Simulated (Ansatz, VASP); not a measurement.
# One calculation of PtSe2 (Sudovikovite), two programs

INCAR

```
  PREC = Accurate
  ENCUT = 520
  EDIFF = 1E-6
  ISMEAR = 0
  SIGMA = 0.020999999999999998
  LREAL = False
  LASPH = True
  NELM = 80
  ALGO = Normal
  ISIF = 2
  LWAVE = False
  LCHARG = True
  GGA = PE
  LELF = True
  LVHAR = True
  NBANDS = 18
```

File KPOINTS:

```
regular mesh
0
Gamma
  8 8 5
```

Contents of POSCAR:

```
PtSe2
1.0
    3.7240000000      0.0000000000      0.0000000000
   -1.8620000000      3.2250786037      0.0000000000
    0.0000000000      0.0000000000      5.0620000000
Pt Se
1 2
Direct
    0.0000000000      0.0000000000      0.0000000000
    0.6666666667      0.3333333333      0.7500000000
    0.3333333333      0.6666666667      0.2500000000
```

Contents of input.yaml:

```yaml
crystal:
  lattice:
    - [3.724, 0.0, 0.0]
    - [-1.862, 3.2250786037, 0.0]
    - [0.0, 0.0, 5.062]
  atoms:
    - { symbol: Pt, position: [0.0, 0.0, 0.0] }
    - { symbol: Se, position: [0.6666666667, 0.3333333333, 0.75] }
    - { symbol: Se, position: [0.3333333333, 0.6666666667, 0.25] }
hamiltonian:
  xc: pbe
  pseudopotentials: { kind: paw }
kpoints:
  mp_grid: { grid: [8, 8, 5] }
scf:
  occupations: { method: gaussian, width: 0.021 }
output:
  forces: true
  stress: true
  eigenvalues: true
```

Alike in both runs: task single point; functional PBE; k mesh 8 × 8 × 5; occupations gaussian, width 0.021 eV; no spin polarisation.

|  | VASP | Ansatz |
| --- | --- | --- |
| version | VASP 6.6.1 | Ansatz 0.2.0 |
| potentials or method | VASP PAW PBE potentials, release 64 (Pt, Se) | Ansatz PAW |
| plane-wave cutoff (eV) | 520 | 420 |
| valence electrons in the cell | 22 | 50 |

|  | VASP | Ansatz | Ansatz less VASP |
| --- | --- | --- | --- |
| gap on the k mesh at the Fermi level (eV) | none | none | - |
| pressure (GPa) | 7.3 | 7.3 | +0.01 |
| largest component of the traceless stress (GPa) | 1.16 | 1.15 | -0.006 |
| rms of the force components (eV/Å) | 0.271 | 0.269 | -0.0025 |

Atom by atom the forces differ by 0.003 eV/Å (rms over components). A gap of «none» marks a metal or a gap that the smearing closes. With one functional, cell and mesh, what is left measures potentials, basis and numerics. The two sets of potentials don't hold the same shells in valence.

The runs have no spin-orbit coupling, so splittings on Pt are missing.
